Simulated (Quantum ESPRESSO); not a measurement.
# Ti (P6_3/mmc) in Quantum ESPRESSO: equation of state

Aim: energy against volume of Ti in PBE, for its equilibrium volume and stiffness.

Everything below comes from runs of Quantum ESPRESSO 7.5. Logs are shortened: lines on timing, memory, paths and dates and some standing lists are left out, and cuts for length are marked.

## (1) The structure

Symmetry: P6_3/mmc, No. 194, hexagonal system. The conventional cell has a = 2.950 Å, b = 2.950 Å, c = 4.680 Å, α = 90.00°, β = 90.00°, γ = 120.00°. Ti (site symmetry -6m2) is surrounded by 12 Ti at 2.89 to 2.95 Å.

## (2) Single point, PBE, 16.58 Å³/atom

Contents of pw.in:

```
&CONTROL
  calculation = 'scf'
  prefix = 'pwscf'
  outdir = './tmp'
  pseudo_dir = './pseudo'
  tprnfor = .true.
  tstress = .true.
  disk_io = 'nowf'
/
&SYSTEM
  ibrav = 0
  nat = 2
  ntyp = 1
  ecutwfc = 55
  ecutrho = 440
  nbnd = 19
  occupations = 'smearing'
  smearing = 'fd'
  degauss = 0.00367493
/
&ELECTRONS
  conv_thr = 4d-10
  electron_maxstep = 120
  mixing_beta = 0.5
/
ATOMIC_SPECIES
Ti    47.8670 ti_pbe_v1.4.uspp.F.UPF
CELL_PARAMETERS angstrom
   2.8897790207    0.0000000000    0.0000000000
  -1.4448895104    2.5026220433    0.0000000000
   0.0000000000    0.0000000000    4.5844629888
ATOMIC_POSITIONS crystal
Ti     0.6666666667    0.3333333333    0.7500000000
Ti     0.3333333333    0.6666666667    0.2500000000
K_POINTS automatic
10 10 6 0 0 0
```

Potentials or basis: SSSP 1.3 efficiency PBE.

Started as:

```sh
$ OMP_NUM_THREADS=1 pw.x -in pw.in > pw.out
```

pw.out:

```text
This program is part of the open-source Quantum ESPRESSO suite
     for quantum simulation of materials; please cite
[... 9 lines left out ...]
     --------------------
     sticks:   dense  smooth     PW     G-vecs:    dense   smooth      PW
     Sum         913     451    139                34953    12323    2069

     Using Slab Decomposition

     bravais-lattice index     =            0
     lattice parameter (alat)  =       5.4609  a.u.
     unit-cell volume          =     223.7407 (a.u.)^3
     number of atoms/cell      =            2
     number of atomic types    =            1
     number of electrons       =        24.00
     number of Kohn-Sham states=           19
     kinetic-energy cutoff     =      55.0000  Ry
     charge density cutoff     =     440.0000  Ry
     scf convergence threshold =      4.0E-10
     mixing beta               =       0.5000
     number of iterations used =            8  plain     mixing
     Exchange-correlation=  SLA  PW   PBX  PBC
                           (   1   4   3   4   0   0   0)

     celldm(1)=   5.460891  celldm(2)=   0.000000  celldm(3)=   0.000000
     celldm(4)=   0.000000  celldm(5)=   0.000000  celldm(6)=   0.000000

     crystal axes: (cart. coord. in units of alat)
               a(1) = (   1.000000   0.000000   0.000000 )
               a(2) = (  -0.500000   0.866025   0.000000 )
               a(3) = (   0.000000   0.000000   1.586441 )

     reciprocal axes: (cart. coord. in units 2 pi/alat)
               b(1) = (  1.000000  0.577350 -0.000000 )
               b(2) = (  0.000000  1.154701  0.000000 )
               b(3) = (  0.000000 -0.000000  0.630342 )

     PseudoPot. # 1 for Ti read from file:
     ti_pbe_v1.4.uspp.F.UPF
     Pseudo is Ultrasoft + core correction, Zval = 12.0
     Generated by new atomic code, or converted to UPF format
     Using radial grid of  851 points,  6 beta functions with:
                l(1) =   0
                l(2) =   0
                l(3) =   1
                l(4) =   1
                l(5) =   2
                l(6) =   2
     Q(r) pseudized with  6 coefficients,  rinner =    1.000   1.000   1.000
                                                       1.000   1.000

     atomic species   valence    mass     pseudopotential
     Ti               12.00    47.86700     Ti( 1.00)

     24 Sym. Ops., with inversion, found (12 have fractional translation)

   Cartesian axes

     site n.     atom                  positions (alat units)
         1        Ti     tau(   1) = (   0.5000000   0.2886751   1.1898305  )
         2        Ti     tau(   2) = (  -0.0000000   0.5773503   0.3966102  )

     number of k points=    56  Fermi-Dirac smearing, width (Ry)=  0.0037
                       cart. coord. in units 2pi/alat
        k(    1) = (   0.0000000   0.0000000   0.0000000), wk =   0.0033333
        k(    2) = (   0.0000000   0.0000000   0.1050570), wk =   0.0066667
        k(    3) = (   0.0000000   0.0000000   0.2101140), wk =   0.0066667
        k(    4) = (   0.0000000   0.0000000  -0.3151709), wk =   0.0033333
        k(    5) = (   0.0000000   0.1154701   0.0000000), wk =   0.0200000
        k(    6) = (   0.0000000   0.1154701   0.1050570), wk =   0.0400000
[... 48 lines left out ...]
        k(   55) = (   0.3000000   0.5196152   0.2101140), wk =   0.0400000
        k(   56) = (   0.3000000   0.5196152  -0.3151709), wk =   0.0200000

     Dense  grid:    34953 G-vectors     FFT dimensions: (  40,  40,  60)

     Smooth grid:    12323 G-vectors     FFT dimensions: (  25,  25,  48)

     Check: negative core charge=   -0.000005

     Initial potential from superposition of free atoms

     starting charge      21.9999, renormalised to      24.0000

     negative rho (up, down):  2.491E-03 0.000E+00
     Starting wfcs are   20 randomized atomic wfcs

     Self-consistent Calculation

     iteration #  1     ecut=    55.00 Ry     beta= 0.50
     Davidson diagonalization with overlap
     ethr =  1.00E-02,  avg # of iterations =  3.5

     negative rho (up, down):  2.769E-03 0.000E+00

     total energy              =    -238.21591397 Ry
     estimated scf accuracy    <       1.19275381 Ry

     iteration #  2     ecut=    55.00 Ry     beta= 0.50
     Davidson diagonalization with overlap
     ethr =  4.97E-03,  avg # of iterations =  2.2

     negative rho (up, down):  2.170E-03 0.000E+00

     total energy              =    -238.49530685 Ry
     estimated scf accuracy    <       0.00415937 Ry

     iteration #  3     ecut=    55.00 Ry     beta= 0.50
     Davidson diagonalization with overlap
     ethr =  1.73E-05,  avg # of iterations =  5.0

     negative rho (up, down):  1.761E-03 0.000E+00

     total energy              =    -238.49726714 Ry
     estimated scf accuracy    <       0.00544090 Ry

     iteration #  4     ecut=    55.00 Ry     beta= 0.50
     Davidson diagonalization with overlap
     ethr =  1.73E-05,  avg # of iterations =  3.6

     negative rho (up, down):  1.682E-03 0.000E+00

     total energy              =    -238.49885967 Ry
     estimated scf accuracy    <       0.00347512 Ry

     iteration #  5     ecut=    55.00 Ry     beta= 0.50
     Davidson diagonalization with overlap
     ethr =  1.45E-05,  avg # of iterations =  2.2

     negative rho (up, down):  1.672E-03 0.000E+00

     total energy              =    -238.49958730 Ry
     estimated scf accuracy    <       0.00000333 Ry
[... 19 lines left out ...]
     iteration #  8     ecut=    55.00 Ry     beta= 0.50
     Davidson diagonalization with overlap
     ethr =  1.39E-08,  avg # of iterations =  3.1

     negative rho (up, down):  1.665E-03 0.000E+00

     total energy              =    -238.49960706 Ry
     estimated scf accuracy    <          8.7E-09 Ry

     iteration #  9     ecut=    55.00 Ry     beta= 0.50
     Davidson diagonalization with overlap
     ethr =  3.61E-11,  avg # of iterations =  4.3

     negative rho (up, down):  1.665E-03 0.000E+00

     total energy              =    -238.49960708 Ry
     estimated scf accuracy    <       0.00000002 Ry

     iteration # 10     ecut=    55.00 Ry     beta= 0.50
     Davidson diagonalization with overlap
     ethr =  3.61E-11,  avg # of iterations =  2.0

     negative rho (up, down):  1.665E-03 0.000E+00

     total energy              =    -238.49960708 Ry
     estimated scf accuracy    <          3.8E-09 Ry

     iteration # 11     ecut=    55.00 Ry     beta= 0.50
     Davidson diagonalization with overlap
     ethr =  1.58E-11,  avg # of iterations =  3.0

     negative rho (up, down):  1.665E-03 0.000E+00

     End of self-consistent calculation

          k = 0.0000 0.0000 0.0000 (  1557 PWs)   bands (ev):

   -42.5892 -42.4233 -19.2485 -18.5028 -18.5028 -18.4245 -18.3875 -18.3875
     7.8684  11.3561  14.9632  14.9632  15.0339  15.0752  15.4967  15.4967
    15.8806  15.8806  17.5073

          k = 0.0000 0.0000 0.1051 (  1539 PWs)   bands (ev):

   -42.5782 -42.4346 -19.1955 -18.4951 -18.4951 -18.4821 -18.3952 -18.3952
     8.1113  11.2465  14.6508  14.8643  14.8643  14.9394  15.3669  15.3669
    16.1384  16.1384  17.5179

          k = 0.0000 0.0000 0.2101 (  1562 PWs)   bands (ev):

   -42.5482 -42.4653 -19.0493 -18.6377 -18.4741 -18.4741 -18.4164 -18.4164
     8.7973  10.7354  14.1780  14.5955  14.7843  14.7843  15.0957  15.0957
    16.6481  16.6481  17.4364

          k = 0.0000 0.0000-0.3152 (  1568 PWs)   bands (ev):

   -42.5069 -42.5069 -18.8458 -18.8458 -18.4453 -18.4453 -18.4453 -18.4453
     9.7798   9.7798  14.2348  14.2348  14.8664  14.8664  14.8664  14.8664
    17.1345  17.1345  17.1345

          k = 0.0000 0.1155 0.0000 (  1553 PWs)   bands (ev):

   -42.5773 -42.4186 -19.2231 -18.5553 -18.5202 -18.4418 -18.4352 -18.3943
     8.1600  11.5836  14.5003  14.5213  15.1735  15.3162  15.4380  15.6838
    15.7144  15.7190  17.5929

          k = 0.0000 0.1155 0.1051 (  1542 PWs)   bands (ev):

   -42.5668 -42.4294 -19.1745 -18.5461 -18.5130 -18.5118 -18.4258 -18.4028
     8.3953  11.4856  14.1592  14.5295  15.0346  15.0366  15.3555  15.5301
    16.0494  16.0908  17.5816

          k = 0.0000 0.1155 0.2101 (  1559 PWs)   bands (ev):

   -42.5380 -42.4587 -19.0405 -18.6622 -18.5181 -18.4889 -18.4467 -18.4259
     9.0616  10.9776  13.8401  14.5179  14.6158  14.9409  15.1285  15.2596
    16.5921  16.6522  17.4534

          k = 0.0000 0.1155-0.3152 (  1568 PWs)   bands (ev):

   -42.4985 -42.4985 -18.8539 -18.8539 -18.4818 -18.4818 -18.4575 -18.4575
    10.0236  10.0236  14.0437  14.0437  14.8196  14.8196  15.0268  15.0268
    17.1081  17.1081  17.2112
[... 43 lines left out ...]
          k = 0.0000 0.3464-0.3152 (  1548 PWs)   bands (ev):

   -42.4492 -42.4492 -18.9893 -18.9893 -18.6010 -18.6010 -18.5280 -18.5280
    11.2481  11.2481  13.4846  13.4846  14.6630  14.6630  15.8248  15.8248
    17.2531  17.2531  17.7205

          k = 0.0000 0.4619 0.0000 (  1543 PWs)   bands (ev):

   -42.4632 -42.3907 -19.0070 -18.9448 -18.8688 -18.6545 -18.5873 -18.4624
    11.2040  12.1284  12.3498  13.5296  14.7474  14.9052  15.2351  17.4083
    17.6247  17.7173  17.9397

          k = 0.0000 0.4619 0.1051 (  1535 PWs)   bands (ev):

   -42.4584 -42.3955 -19.0739 -18.9286 -18.8337 -18.6418 -18.5702 -18.4754
    11.1739  12.0621  12.6065  13.4096  14.8955  15.0122  15.2645  17.3731
    17.4418  17.6274  17.8790

          k = 0.0000 0.4619 0.2101 (  1535 PWs)   bands (ev):

   -42.4451 -42.4088 -19.1125 -19.0179 -18.7088 -18.6070 -18.5642 -18.5110
    11.2253  11.8366  12.9617  13.4783  14.9338  15.3224  15.4678  16.7257
    17.5287  17.5605  17.7741

          k = 0.0000 0.4619-0.3152 (  1530 PWs)   bands (ev):

   -42.4270 -42.4270 -19.0906 -19.0906 -18.6104 -18.6104 -18.5592 -18.5592
    11.4720  11.4720  13.3423  13.3423  15.2197  15.2197  15.9708  15.9708
    17.6497  17.6497  18.0104

          k = 0.0000-0.5774 0.0000 (  1538 PWs)   bands (ev):

   -42.4454 -42.3916 -19.0605 -18.9161 -18.8906 -18.6695 -18.6266 -18.4710
    11.7607  11.8578  12.1817  13.5817  14.6563  14.8235  15.4019  17.7222
    17.9594  17.9682  18.8041

          k = 0.0000-0.5774 0.1051 (  1546 PWs)   bands (ev):

   -42.4418 -42.3952 -19.1075 -18.9685 -18.8152 -18.6564 -18.6005 -18.4845
    11.4735  11.8912  12.6994  13.2302  14.8162  15.2708  15.3120  17.5626
    17.8067  17.9550  18.4943

          k = 0.0000-0.5774 0.2101 (  1522 PWs)   bands (ev):

   -42.4319 -42.4050 -19.1481 -19.0628 -18.6978 -18.6205 -18.5788 -18.5213
    11.3395  11.7878  13.0319  13.2999  15.1494  15.2788  15.9045  16.8295
    17.8191  17.9186  17.9408

          k = 0.0000-0.5774-0.3152 (  1528 PWs)   bands (ev):

   -42.4184 -42.4184 -19.1324 -19.1324 -18.6103 -18.6103 -18.5711 -18.5711
    11.4898  11.4898  13.2816  13.2816  15.6119  15.6119  15.9884  15.9884
    17.8683  17.8683  18.1944

          k = 0.1000 0.1732 0.0000 (  1553 PWs)   bands (ev):

   -42.5552 -42.4105 -19.1747 -18.6370 -18.5881 -18.5050 -18.4568 -18.4166
     8.7158  11.9766  13.8511  14.0553  15.1166  15.2902  15.6040  15.6577
    15.6842  16.1021  17.6823

          k = 0.1000 0.1732 0.1051 (  1543 PWs)   bands (ev):

   -42.5456 -42.4203 -19.1358 -18.6224 -18.6083 -18.5364 -18.4521 -18.4261
     8.9341  11.9071  13.5811  14.1071  14.9622  15.1864  15.3115  15.7576
    16.0728  16.2148  17.6468

          k = 0.1000 0.1732 0.2101 (  1550 PWs)   bands (ev):

   -42.5194 -42.4470 -19.0283 -18.7212 -18.5833 -18.5310 -18.4717 -18.4514
     9.5541  11.4009  13.4412  14.2160  14.4923  15.0150  15.2236  15.5480
    16.5735  16.7280  17.4665

          k = 0.1000 0.1732-0.3152 (  1562 PWs)   bands (ev):

   -42.4833 -42.4833 -18.8778 -18.8778 -18.5361 -18.5361 -18.4811 -18.4811
    10.4613  10.4613  13.8007  13.8007  14.6623  14.6623  15.3213  15.3213
    17.0812  17.0812  17.3765

          k = 0.1000 0.2887 0.0000 (  1549 PWs)   bands (ev):

   -42.5177 -42.3990 -19.0878 -18.7798 -18.7123 -18.5791 -18.5002 -18.4516
     9.7143  12.4634  13.1193  13.5239  14.8824  14.9103  15.4402  16.0968
    16.3746  16.8347  17.7793

          k = 0.1000 0.2887 0.1051 (  1547 PWs)   bands (ev):

   -42.5098 -42.4070 -19.0741 -18.7671 -18.7243 -18.5932 -18.4926 -18.4606
     9.8888  12.4569  12.9532  13.6052  14.6851  15.0493  15.3048  16.1321
    16.5503  16.7772  17.7286

          k = 0.1000 0.2887 0.2101 (  1553 PWs)   bands (ev):

   -42.4882 -42.4289 -19.0271 -18.8408 -18.6669 -18.5867 -18.5083 -18.4843
    10.3846  11.9291  13.1204  13.7819  14.3708  14.8581  15.3847  16.0183
    16.8783  16.9722  17.5421
[... 121 lines left out ...]
          k = 0.2000 0.5774-0.3152 (  1534 PWs)   bands (ev):

   -42.4116 -42.4116 -19.0756 -19.0756 -18.7453 -18.7453 -18.5411 -18.5411
    12.1194  12.1194  13.5538  13.5538  14.1149  14.1149  16.0530  16.0530
    17.6114  17.6114  19.9465

          k = 0.3000 0.5196 0.0000 (  1526 PWs)   bands (ev):

   -42.4195 -42.3986 -18.9600 -18.8525 -18.8015 -18.7929 -18.6987 -18.6636
    12.3395  12.5471  12.7720  12.8383  14.3171  14.5432  15.6690  17.1925
    17.6305  17.6698  19.8158

          k = 0.3000 0.5196 0.1051 (  1532 PWs)   bands (ev):

   -42.4181 -42.4000 -18.9602 -18.9458 -18.8576 -18.7153 -18.6645 -18.6237
    12.3792  12.5787  12.8122  12.9654  14.2990  14.3694  15.6430  17.1788
    17.3028  17.6873  20.0182

          k = 0.3000 0.5196 0.2101 (  1534 PWs)   bands (ev):

   -42.4142 -42.4038 -19.0222 -19.0050 -18.8584 -18.7397 -18.5860 -18.5514
    12.4714  12.5897  13.0104  13.2651  14.0118  14.1855  15.6536  16.4848
    17.3685  17.7104  20.3460

          k = 0.3000 0.5196-0.3152 (  1538 PWs)   bands (ev):

   -42.4090 -42.4090 -19.0419 -19.0419 -18.8017 -18.8017 -18.5368 -18.5368
    12.5523  12.5523  13.3087  13.3087  13.9469  13.9469  15.8996  15.8996
    17.5690  17.5690  20.7240

     the Fermi energy is    14.1487 ev

!    total energy              =    -238.49960708 Ry
     estimated scf accuracy    <          2.5E-12 Ry
     smearing contrib. (-TS)   =      -0.00140294 Ry
     internal energy E=F+TS    =    -238.49820413 Ry

     The total energy is F=E-TS. E is the sum of the following terms:
     one-electron contribution =     -76.99530608 Ry
     hartree contribution      =      47.25484623 Ry
     xc contribution           =     -36.15211372 Ry
     ewald contribution        =    -172.60563057 Ry

     convergence has been achieved in  11 iterations

     negative rho (up, down):  1.665E-03 0.000E+00

     Forces acting on atoms (cartesian axes, Ry/au):

     atom    1 type  1   force =     0.00000000    0.00000000    0.00000000
     atom    2 type  1   force =     0.00000000    0.00000000    0.00000000

     Total force =     0.000000     Total SCF correction =     0.000000

     Computing stress (Cartesian axis) and pressure

     negative rho (up, down):  1.665E-03 0.000E+00
          total   stress  (Ry/bohr**3)                   (kbar)     P=       58.59
   0.00040942   0.00000000   0.00000000           60.23        0.00        0.00
   0.00000000   0.00040942   0.00000000            0.00       60.23        0.00
   0.00000000   0.00000000   0.00037604            0.00        0.00       55.32

=------------------------------------------------------------------------------=
   JOB DONE.
=------------------------------------------------------------------------------=
```

Run time: 29 s. Hardware: 1 thread of Arm Neoverse V1, shared host; peak memory 0.17 GiB.

Results:

| Property | Result |
| --- | --- |
| Free energy | -3244.9525 eV |
| Pressure | 5.9 GPa |
| Band gap on the k mesh | none (metal or under the smearing width) |

## (3) Single point, PBE, 16.93 Å³/atom

pw.in, as its differences from that of step 2:

```diff
@@ -28,5 +28,5 @@
 CELL_PARAMETERS angstrom
-   2.8897790207    0.0000000000    0.0000000000
-  -1.4448895104    2.5026220433    0.0000000000
-   0.0000000000    0.0000000000    4.5844629888
+   2.9101302477    0.0000000000    0.0000000000
+  -1.4550651239    2.5202467229    0.0000000000
+   0.0000000000    0.0000000000    4.6167490031
 ATOMIC_POSITIONS crystal
```

Potentials or basis: SSSP 1.3 efficiency PBE.

Started as:

```sh
$ OMP_NUM_THREADS=1 pw.x -in pw.in > pw.out
```

It took 29 s on 1 thread of Arm Neoverse V1, shared host; peak memory 0.17 GiB.

Results (log left out):

```yaml
Free_energy: -3244.9723 eV
Pressure: 3.2 GPa
Band_gap_on_the_k_mesh: none (metal or under the smearing width)
```

## (4) Single point, PBE, 17.28 Å³/atom

pw.in, as its differences from that of step 3:

```diff
@@ -28,5 +28,5 @@
 CELL_PARAMETERS angstrom
-   2.9101302477    0.0000000000    0.0000000000
-  -1.4550651239    2.5202467229    0.0000000000
-   0.0000000000    0.0000000000    4.6167490031
+   2.9302007457    0.0000000000    0.0000000000
+  -1.4651003729    2.5376282840    0.0000000000
+   0.0000000000    0.0000000000    4.6485896576
 ATOMIC_POSITIONS crystal
```

Started as:

```sh
$ OMP_NUM_THREADS=1 pw.x -in pw.in > pw.out
```

Wall time 40 s (1 thread of Arm Neoverse V1, shared host); peak memory 0.18 GiB.

The run converged. Its results:

* Free energy: -3244.9810 eV
* Pressure: 0.8 GPa
* Band gap on the k mesh: none (metal or under the smearing width)

(Continued in part 2 of 2.)
